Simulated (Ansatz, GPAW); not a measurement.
# Ballistic transport through a Na chain with CO on top of one atom, from relaxation to T(E), part 3 of 4

Aim: the conductance of a Na chain with CO on top of one atom after relaxation, and whether geometry, basis or functional moves it most.

GPAW 26.7.0 and Ansatz 0.2.0; Ansatz plane waves; relaxation of the junction with the lead ends held; PAW set soft_1 (the session's first sound run).

So far, transmission at the Fermi level (one spin): step 3 (plane waves, PBE) 0.979. Also open channels of the lead at the Fermi level (one spin): step 3 1.

## (4) Double-zeta polarised basis

Localised orbitals split the wire into layers that couple to their neighbours alone, which is what the Green's function method needs; double zeta with polarisation is the usual level for numbers.

This step: GPAW LCAO, PAW setups; Landauer transmission from Green's functions with principal layers (ASE), zero bias (GPAW 26.7.0).

The input, run.py:

```python
import json
import numpy as np
from ase import Atoms
from ase.transport.calculators import TransportCalculator
from gpaw import GPAW, FermiDirac
from gpaw.lcao.tools import get_lcao_hamiltonian
from scipy.linalg import eigh

# The junction with lead layers at both ends, along the third cell vector
device = Atoms(
    ['Na', 'Na', 'Na', 'Na', 'Na', 'Na', 'Na', 'Na', 'C', 'O', 'Na', 'Na', 'Na', 'Na', 'Na', 'Na', 'Na'],
    positions=[
        [4.50000, 4.50000, 1.65000],
        [4.50000, 4.50000, 4.95000],
        [4.50000, 4.50000, 8.25000],
        [4.50000, 4.50000, 11.55000],
        [4.50000, 4.50000, 14.85000],
        [4.59807, 4.46703, 18.52724],
        [3.89240, 4.69309, 22.06176],
        [6.00686, 3.97408, 24.70813],
        [8.35964, 3.91068, 25.95720],
        [9.13944, 4.24391, 26.72664],
        [3.92031, 4.59446, 27.42395],
        [4.60966, 4.42961, 30.97487],
        [4.50000, 4.50000, 34.65000],
        [4.50000, 4.50000, 37.95000],
        [4.50000, 4.50000, 41.25000],
        [4.50000, 4.50000, 44.55000],
        [4.50000, 4.50000, 47.85000]],
    cell=[[9.0, 0.0, 0.0], [0.0, 9.0, 0.0], [0.0, 0.0, 49.5]],
    pbc=True)

# One principal layer of the lead: the first 4 atoms of the device
lead = Atoms(
    ['Na', 'Na', 'Na', 'Na'],
    positions=[
        [4.50000, 4.50000, 1.65000],
        [4.50000, 4.50000, 4.95000],
        [4.50000, 4.50000, 8.25000],
        [4.50000, 4.50000, 11.55000]],
    cell=[[9.0, 0.0, 0.0], [0.0, 9.0, 0.0], [0.0, 0.0, 13.2]],
    pbc=True)

settings = dict(mode='lcao', basis='dzp', xc='PBE', h=0.18,
                occupations=FermiDirac(0.1), maxiter=250,
                mixer=dict(beta=0.1, nmaxold=8, weight=100.0),
                convergence=dict(density=0.0001))
energies = np.arange(-2, 2 + 1e-9, 0.025)
eta = 0.0001
n1, n2 = 1, 1
# k and -k transmit alike, so half of the mesh across the current serves
mesh = [(i, j) for i in range(n1) for j in range(n2) if (i, j) <= (-i % n1, -j % n2)]
weights = np.array([1 if (i, j) == (-i % n1, -j % n2) else 2 for i, j in mesh]) / (n1 * n2)

# [... helper functions left out ...]
fermi_lead = ground_state(lead, (1, 1, 9), 'lead.txt')
fermi_device = ground_state(device, (1, 1, 2), 'device.txt')
# [... loop over the mesh left out, but for ...]
        # Shift the lead onto the potential of the device's first layer
        shift = ((H[:, 0, 0] - H0[:, 0, 0]) / S0[0, 0]).real.mean()
# [...]
kT = 8.617333e-5 * 300
bias = [0.1, 0.2, 0.5, 1.0, 1.5, 2.0]
# [... integrals and printing left out ...]
```

Run with:

```
$ OMP_NUM_THREADS=1 OPENBLAS_NUM_THREADS=1 python run.py
```

Numbers of over 12 decimals in the logs are rounded to 6 here.

Output:

```text
basis functions: device 281, principal layer 68
Fermi level: lead -2.4843 eV, device -2.3842 eV; lead shifted by -0.0018 eV
largest coupling past the next layer 4.16e-12 eV, largest misfit of the first layer 0.022 eV
  E-E_F (eV)   T (one spin)  channels
    -2.000    5.9835e-11    0.0000
    -1.975    5.9575e-11    0.0000
    -1.950    5.9310e-11    0.0000
    -1.925    5.9040e-11    0.0000
    -1.900    5.8765e-11    0.0000
    -1.875    5.8485e-11    0.0000
    -1.850    5.8199e-11    0.0000
    -1.825    5.7907e-11    0.0000
    -1.800    5.7609e-11    0.0000
    -1.775    5.7303e-11    0.0000
    -1.750    5.6990e-11    0.0000
    -1.725    5.6669e-11    0.0000
    -1.700    5.6338e-11    0.0000
    -1.675    5.5998e-11    0.0000
    -1.650    5.5646e-11    0.0000
    -1.625    5.5283e-11    0.0000
[...]
1.825    1.6903e+00    3.0000
     1.850    1.6467e+00    3.0000
     1.875    1.6702e+00    3.0000
     1.900    1.7422e+00    3.0000
     1.925    1.8405e+00    3.0000
     1.950    1.9425e+00    3.0000
     1.975    2.0291e+00    3.0000
     2.000    2.0885e+00    3.0000
conductance at 300 K: 0.97638 G0 a cell; thermopower -0.9776 uV/K
current from the zero-bias T(E) at 0.1 V: 7.5613 uA
current from the zero-bias T(E) at 0.2 V: 15.101 uA
current from the zero-bias T(E) at 0.5 V: 37.43 uA
current from the zero-bias T(E) at 1.0 V: 72.075 uA
current from the zero-bias T(E) at 1.5 V: 89.506 uA
current from the zero-bias T(E) at 2.0 V: 106.12 uA
```

Elapsed: 7 min, on 1 thread of Arm Neoverse V1, shared host; peak memory 2.6 GiB.

Numbers from this step:

```yaml
conductance: 0.9764 G₀
largest_coupling_past_the_next_principal_layer: 4.16e-12 eV
largest_misfit_of_the_first_principal_layer: 0.02250 eV
shift_that_aligns_the_lead: -0.001764 eV
basis_functions_of_the_junction: 281
basis_functions_of_a_principal_layer: 68
transmission_at_the_fermi_level_one_spin: 0.9777
```

One spin. Table of transmission, zone mean by energy, zero at the Fermi level:

```csv
energy (eV),"transmission, zone mean"
-2.000,6.0e-11
-1.800,5.8e-11
-1.600,5.5e-11
-1.400,5.1e-11
-1.200,4.4e-11
-1.000,1.1e-11
-0.800,0.431
-0.600,0.743
-0.475,0.992
-0.400,0.966
-0.200,0.935
0.000,0.978
0.200,0.979
0.400,0.854
0.600,0.0173
0.800,0.659
1.000,0.853
1.075,0.864
1.200,0.841
1.400,0.629
1.600,0.00130
1.800,1.73
2.000,2.09
```

Crossings of the lead's bands, unfolded to its shortest repeat. The open channels, zone mean by energy, zero at the Fermi level:

```csv
energy (eV),"open channels, zone mean"
-0.900,0
-0.800,1
-0.700,1
-0.600,1
-0.500,1
-0.400,1
-0.300,1
-0.200,1
-0.100,1
0.000,1
0.100,1
0.200,1
0.300,1
0.400,1
0.500,1
0.600,1
0.700,1
0.800,1
0.900,1
1.000,1
1.100,1
1.200,1
1.300,1
1.400,1
1.500,1
1.600,1
1.700,1
1.800,3
1.900,3
2.000,3
```

Not self-consistent under bias; the bias window is split evenly. The current through one cell, from the zero-bias transmission by bias:

```csv
bias (V),"current through one cell, from the zero-bias transmission (μA)"
0.100,7.56
0.200,15.1
0.500,37.4
1.000,72.1
1.500,89.5
2.000,106
```

The transmission of the three most open eigenchannels by energy, zero at the Fermi level:

```csv
energy (eV),channel 1,channel 2,channel 3
-1.000,1.1e-11,0,0
-0.800,0.431,8.2e-9,0
-0.600,0.743,2.3e-11,0
-0.400,0.966,3.5e-11,0
-0.200,0.935,3.5e-11,0
0.000,0.978,3.3e-11,0
0.200,0.979,3.1e-11,0
0.400,0.854,2.8e-11,0
0.600,0.0173,1.8e-11,0
0.800,0.659,1.9e-11,0
1.000,0.853,1.6e-11,0
1.200,0.841,1.3e-11,0
1.400,0.629,9.4e-12,0
1.600,0.00130,9.8e-12,2.2e-12
1.800,0.966,0.722,0.0423
2.000,0.851,0.637,0.600
```

At the Fermi level T is 0.978 against 0.979 in plane waves. Couplings past the next layer reach 4.2e-12 eV, small enough to drop; the matrix elements of the cell's first layer differ from the bulk lead's by up to 0.022 eV. That layer keeps its own values in the calculation, and only beyond it is the lead taken as perfect. The Fermi levels of lead and junction count from different zeros of potential, one for each periodic cell; with both set to zero, the small remaining shift is what aligns them. By hand: G = 0.9764 × 77.48 μS = 75.6 μS, a resistance of 13.2 kΩ; at 0.1 V a linear junction would pass 7.56 μA, and the integral over the bias window gives 7.56 μA.

## (5) GPAW, szp: basis = "szp(dzp)"

The second zeta is dropped, the polarisation orbitals stay.

run.py, as its differences from that of step 4:

```diff
@@ -43,3 +43,3 @@
 
-settings = dict(mode='lcao', basis='dzp', xc='PBE', h=0.18,
+settings = dict(mode='lcao', basis='szp(dzp)', xc='PBE', h=0.18,
                 occupations=FermiDirac(0.1), maxiter=250,
```

Output:

```text
basis functions: device 168, principal layer 40
Fermi level: lead -2.5059 eV, device -2.4291 eV; lead shifted by 0.0001 eV
largest coupling past the next layer 4.06e-12 eV, largest misfit of the first layer 0.013 eV
  E-E_F (eV)   T (one spin)  channels
    -2.000    1.3150e-10    0.0000
    -1.975    1.3106e-10    0.0000
    -1.950    1.3061e-10    0.0000
[...]
1.975    1.8827e+00    3.0000
     2.000    1.9475e+00    3.0000
conductance at 300 K: 0.96659 G0 a cell; thermopower -0.5849 uV/K
current from the zero-bias T(E) at 0.1 V: 7.4846 uA
current from the zero-bias T(E) at 0.2 V: 14.942 uA
current from the zero-bias T(E) at 0.5 V: 36.886 uA
current from the zero-bias T(E) at 1.0 V: 64.562 uA
current from the zero-bias T(E) at 1.5 V: 85.719 uA
current from the zero-bias T(E) at 2.0 V: 105.16 uA
```

The job ended after 6.6 min (1 thread; peak memory 2.5 GiB).

This step gave:

```
conductance                                    : 0.9666 G₀
largest coupling past the next principal layer : 4.06e-12 eV
largest misfit of the first principal layer    : 0.01310 eV
shift that aligns the lead                     : 9.72e-5 eV
basis functions of the junction                : 168
basis functions of a principal layer           : 40
transmission at the Fermi level (one spin)     : 0.9682
```

The conductance, 0.967 G₀, lies 1.0 % below that of the dzp run.

## (6) Minimal basis

One function for each valence shell of the setup, as for a first survey of a large system.

run.py, as its differences from that of step 5:

```diff
@@ -43,3 +43,3 @@
 
-settings = dict(mode='lcao', basis='szp(dzp)', xc='PBE', h=0.18,
+settings = dict(mode='lcao', basis='sz(dzp)', xc='PBE', h=0.18,
                 occupations=FermiDirac(0.1), maxiter=250,
```

Output:

```text
basis functions: device 113, principal layer 28
Fermi level: lead -2.4843 eV, device -2.4203 eV; lead shifted by 0.0005 eV
largest coupling past the next layer 4.26e-12 eV, largest misfit of the first layer 0.029 eV
  E-E_F (eV)   T (one spin)  channels
    -2.000    1.7553e-14    0.0000
    -1.975    1.7417e-14    0.0000
    -1.950    1.7280e-14    0.0000
[...]
1.975    1.7802e+00    3.0000
     2.000    1.8128e+00    3.0000
conductance at 300 K: 0.96185 G0 a cell; thermopower -0.2451 uV/K
current from the zero-bias T(E) at 0.1 V: 7.4468 uA
current from the zero-bias T(E) at 0.2 V: 14.86 uA
current from the zero-bias T(E) at 0.5 V: 36.397 uA
current from the zero-bias T(E) at 1.0 V: 60.492 uA
current from the zero-bias T(E) at 1.5 V: 85.836 uA
current from the zero-bias T(E) at 2.0 V: 105.64 uA
```

Run time: 5.5 min. Hardware: 1 thread; peak memory 2.4 GiB.

Numbers from this step:

```yaml
conductance: 0.9618 G₀
largest_coupling_past_the_next_principal_layer: 4.26e-12 eV
largest_misfit_of_the_first_principal_layer: 0.02856 eV
shift_that_aligns_the_lead: 5.01e-4 eV
basis_functions_of_the_junction: 113
basis_functions_of_a_principal_layer: 28
transmission_at_the_fermi_level_one_spin: 0.9638
```

The conductance, 0.962 G₀, lies 1.5 % below that of the dzp run.

## (7) LDA in the dzp basis: xc = "LDA"

Back in the dzp basis, the functional changes from PBE to LDA, to set the spread between functionals beside that between bases.

run.py, as its differences from that of step 6:

```diff
@@ -43,3 +43,3 @@
 
-settings = dict(mode='lcao', basis='sz(dzp)', xc='PBE', h=0.18,
+settings = dict(mode='lcao', basis='dzp', xc='LDA', h=0.18,
                 occupations=FermiDirac(0.1), maxiter=250,
```

Output:

```text
basis functions: device 281, principal layer 68
Fermi level: lead -2.6221 eV, device -2.5248 eV; lead shifted by -0.0011 eV
largest coupling past the next layer 2.46e-11 eV, largest misfit of the first layer 0.020 eV
  E-E_F (eV)   T (one spin)  channels
    -2.000    5.9538e-11    0.0000
    -1.975    5.9282e-11    0.0000
    -1.950    5.9021e-11    0.0000
[...]
1.975    2.0022e+00    3.0000
     2.000    2.0953e+00    3.0000
conductance at 300 K: 0.97325 G0 a cell; thermopower -0.9745 uV/K
current from the zero-bias T(E) at 0.1 V: 7.5367 uA
current from the zero-bias T(E) at 0.2 V: 15.05 uA
current from the zero-bias T(E) at 0.5 V: 37.266 uA
current from the zero-bias T(E) at 1.0 V: 70.683 uA
current from the zero-bias T(E) at 1.5 V: 88.028 uA
current from the zero-bias T(E) at 2.0 V: 104.74 uA
```

Elapsed: 6.9 min, on 1 thread; peak memory 2.6 GiB.

This step gave:

| Quantity | Value |
| --- | --- |
| conductance | 0.9732 G₀ |
| largest coupling past the next principal layer | 2.46e-11 eV |
| largest misfit of the first principal layer | 0.02015 eV |
| shift that aligns the lead | -0.001106 eV |
| basis functions of the junction | 281 |
| basis functions of a principal layer | 68 |
| transmission at the Fermi level (one spin) | 0.9747 |

One spin. Transmission, zone mean against energy, zero at the Fermi level:

```csv
energy (eV),"transmission, zone mean"
-2.000,6.0e-11
-1.900,5.8e-11
-1.800,5.7e-11
-1.700,5.6e-11
-1.600,5.5e-11
-1.500,5.3e-11
-1.400,5.1e-11
-1.300,4.8e-11
-1.200,4.4e-11
-1.100,3.6e-11
-1.000,1.3e-11
-0.900,2.9e-10
-0.800,0.602
-0.700,0.422
-0.600,0.728
-0.500,0.979
-0.475,0.993
-0.400,0.968
-0.300,0.928
-0.200,0.932
-0.100,0.955
0.000,0.975
0.100,0.981
0.200,0.973
0.300,0.935
0.400,0.826
0.500,8.2e-4
0.600,0.0624
0.700,0.427
0.800,0.690
0.900,0.814
1.000,0.866
1.100,0.878
1.200,0.859
1.300,0.795
1.400,0.652
1.500,0.366
1.600,0.00504
1.700,0.566
1.800,0.958
1.900,1.74
2.000,2.10
```

The conductance, 0.973 G₀, lies 0.3 % below that of the dzp run.

## (8) Without the relaxation: geometry = "as built"

The dzp basis with PBE on the structure as first built shows what the relaxation was worth.

run.py, as its differences from that of step 7:

```diff
@@ -17,9 +17,9 @@
         [4.50000, 4.50000, 14.85000],
-        [4.59807, 4.46703, 18.52724],
-        [3.89240, 4.69309, 22.06176],
-        [6.00686, 3.97408, 24.70813],
-        [8.35964, 3.91068, 25.95720],
-        [9.13944, 4.24391, 26.72664],
-        [3.92031, 4.59446, 27.42395],
-        [4.60966, 4.42961, 30.97487],
+        [4.50000, 4.50000, 18.15000],
+        [4.50000, 4.50000, 21.45000],
+        [4.50000, 4.50000, 24.75000],
+        [6.54420, 4.50000, 24.75000],
+        [7.70420, 4.50000, 24.75000],
+        [4.50000, 4.50000, 28.05000],
+        [4.50000, 4.50000, 31.35000],
         [4.50000, 4.50000, 34.65000],
@@ -43,3 +43,3 @@
 
-settings = dict(mode='lcao', basis='dzp', xc='LDA', h=0.18,
+settings = dict(mode='lcao', basis='dzp', xc='PBE', h=0.18,
                 occupations=FermiDirac(0.1), maxiter=250,
```

Output:

```text
basis functions: device 281, principal layer 68
Fermi level: lead -2.4843 eV, device -2.4304 eV; lead shifted by -0.0003 eV
largest coupling past the next layer 4.16e-12 eV, largest misfit of the first layer 0.031 eV
  E-E_F (eV)   T (one spin)  channels
    -2.000    4.3558e-10    0.0000
    -1.975    4.3457e-10    0.0000
    -1.950    4.3354e-10    0.0000
[...]
1.975    1.0397e+00    3.0000
     2.000    1.0505e+00    3.0000
conductance at 300 K: 0.0177 G0 a cell; thermopower 51.43 uV/K
current from the zero-bias T(E) at 0.1 V: 0.13727 uA
current from the zero-bias T(E) at 0.2 V: 0.27535 uA
current from the zero-bias T(E) at 0.5 V: 0.71084 uA
current from the zero-bias T(E) at 1.0 V: 1.9055 uA
current from the zero-bias T(E) at 1.5 V: 5.3704 uA
current from the zero-bias T(E) at 2.0 V: 13.482 uA
```

The job ended after 3.9 min (1 thread; peak memory 2.6 GiB).

This step gave:

```yaml
conductance: 0.01770 G₀
largest_coupling_past_the_next_principal_layer: 4.16e-12 eV
largest_misfit_of_the_first_principal_layer: 0.03070 eV
shift_that_aligns_the_lead: -2.62e-4 eV
transmission_at_the_fermi_level_one_spin: 0.01771
```

The conductance, 0.0177 G₀, lies a factor of 55 below that of the dzp run.

## (9) The ladder

Times are wall times on the hardware named with each run. The runs compared:

```csv
no.,run,conductance (G₀),time,memory (GiB)
1,pw PBE,0.9777,2.9 min,3.9
2,dzp,0.9764,7 min,2.6
3,szp,0.9666,6.6 min,2.5
4,sz,0.9618,5.5 min,2.4
5,dzp LDA,0.9732,6.9 min,2.6
6,asbuilt,0.01770,3.9 min,2.6
```

## (10) The levels side by side

The curves are compared point by point over the common energies.

This step: comparison of transmission and cost over codes, levels and geometry; PAW set soft_1 (GPAW 26.7.0).

Ladder, by row:

```csv
step,code,T at the Fermi level (sum over the listed spins),conductance (G0),r.m.s. T(E) from the first,wall time (s),peak memory (GiB),threads
pw-pbe,Ansatz,0.979,0.9777,0,172.6,3.904,4
dzp,GPAW,0.9777,0.9764,0.1322,419.2,2.61,1
szp,GPAW,0.9682,0.9666,0.1813,397.8,2.49,1
sz,GPAW,0.9638,0.9618,0.2529,328.8,2.35,1
dzp-LDA,GPAW,0.9747,0.9732,0.119,411,2.61,1
asbuilt,GPAW,0.01771,0.0177,0.5455,233.1,2.6,1
```

The transmission, zone mean, sum over the listed spins by energy, zero at the Fermi level:

```csv
energy (eV),pw-pbe,dzp,szp,sz,dzp-LDA,asbuilt
-2.000,0,6.0e-11,1.3e-10,1.8e-14,6.0e-11,4.4e-10
-1.800,0,5.8e-11,1.3e-10,1.6e-14,5.7e-11,4.3e-10
-1.600,0,5.5e-11,1.2e-10,1.5e-14,5.5e-11,4.1e-10
-1.400,0,5.1e-11,1.2e-10,1.4e-14,5.1e-11,4.0e-10
-1.200,0,4.4e-11,1.2e-10,1.3e-14,4.4e-11,3.6e-10
-1.000,0,1.1e-11,1.1e-10,0,1.3e-11,2.1e-10
-0.825,0.775,0.411,0.0367,0.0118,0.00346,0.648
-0.800,0.493,0.431,0.549,0.0862,0.602,0.132
-0.600,0.728,0.743,0.644,0.618,0.728,0.0126
-0.475,0.995,0.992,0.977,0.954,0.993,0.0281
-0.450,0.996,0.989,0.992,0.981,0.991,0.0303
-0.425,0.988,0.979,0.993,0.992,0.981,0.0323
-0.400,0.976,0.966,0.985,0.991,0.968,0.0340
-0.200,0.941,0.935,0.937,0.941,0.932,0.0375
0.000,0.979,0.978,0.968,0.964,0.975,0.0177
0.200,0.973,0.979,0.945,0.916,0.973,2.0e-5
0.400,0.771,0.854,0.00991,9.2e-4,0.826,0.0278
0.600,0.196,0.0173,0.414,0.656,0.0624,0.138
0.800,0.780,0.659,0.819,0.889,0.690,0.313
1.000,0.902,0.853,0.911,0.950,0.866,0.472
1.075,0.908,0.864,0.917,0.955,0.878,0.519
1.100,0.906,0.864,0.916,0.955,0.878,0.532
1.200,0.884,0.841,0.899,0.949,0.859,0.578
1.400,0.698,0.629,0.752,0.868,0.652,0.630
1.600,0.0320,0.00130,0.214,0.531,0.00504,0.645
1.800,1.47,1.73,1.18,1.12,0.958,0.824
2.000,1.93,2.09,1.95,1.81,2.10,1.05
```

[end of part 3 of 4]

[Logs are printed without paths, hosts, clocks, repeated set-up lines and the standing remarks that a program may print on its own settings, such as how far it seeks lower states.]

[Hosts, paths, dates, database ids (printed as entryN), source tags and the programs' standing remarks are cut or masked in the printed files.]
